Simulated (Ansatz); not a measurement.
# Si: the cost of one run

Method: DFT r2SCAN, scalar-relativistic, plane waves, PAW, in Ansatz 0.2.0.

## (1) The system as given

The structure is cubic, space group Fd-3m (No. 227). Conventional cell: a = 5.431 Å, b = 5.431 Å, c = 5.431 Å, α = 90.00°, β = 90.00°, γ = 90.00°. Around Si (site symmetry -43m) lie 4 Si at 2.35 Å.

As a file:

```xyz
8
Lattice="5.4309 0.0000 0.0000 0.0000 -5.4309 0.0000 0.0000 0.0000 -5.4309" Properties=species:S:1:pos:R:3 pbc="T T T"
Si    2.7155    0.0000    0.0000
Si    0.0000   -2.7155    0.0000
Si    0.0000    0.0000   -2.7155
Si    2.7155   -2.7155   -2.7155
Si    4.0732   -4.0732   -4.0732
Si    1.3577   -1.3577   -4.0732
Si    1.3577   -4.0732   -1.3577
Si    4.0732   -1.3577   -1.3577
```

No relaxation comes first: the listed cell is the starting point.

## (2) Zero of energy

The cell is repeated 4 times, 8 atoms in all. Reference values: F = -5112.5303 eV; pressure 0.72 GPa; largest force 0.000 eV/Å; gap on the mesh 0.76 eV. It was computed beforehand with the settings of the runs below.

## (3) Setting up a one-atom displacement scan

Atom 1 (Si) is moved by x along the Cartesian unit vector (0.000, 0.000, 1.000); the cell and all other atoms stay fixed. Forces below are components along that vector, summed over the moved atoms. In a periodic cell its images move with it.

## (4) x = -0.450 Å

input.yaml

```yaml
crystal:
  lattice:
    - [5.43094, 0.0, 0.0]
    - [0.0, -5.43094, 0.0]
    - [0.0, 0.0, -5.43094]
  atoms:
    - { symbol: Si, position: [0.5, 0.0, 0.0828585843] }
    - { symbol: Si, position: [0.0, 0.5, 0.0] }
    - { symbol: Si, position: [0.0, 0.0, 0.5] }
    - { symbol: Si, position: [0.5, 0.5, 0.5] }
    - { symbol: Si, position: [0.75, 0.75, 0.75] }
    - { symbol: Si, position: [0.25, 0.25, 0.75] }
    - { symbol: Si, position: [0.25, 0.75, 0.25] }
    - { symbol: Si, position: [0.75, 0.25, 0.25] }
basis:
  ecutwfc: 500
kpoints:
  mp_grid: { grid: [6, 6, 6] }
hamiltonian:
  xc: r2scan
scf:
  occupations: { method: gaussian, width: 0.05 }
output:
  forces: true
  stress: true
  eigenvalues: true
```

The run is started by

```
$ ansatz run input.yaml --threads 2 --pin off --max-ram 5120MiB --backend cpu --events-out ev --progress --plain --runs-dir out
```

Q: Estimate wall time and peak memory on 2 threads of Oxide Virtual Turin-like (Zen 5), shared host.

About 29 s, with a peak of 0.7 GiB.
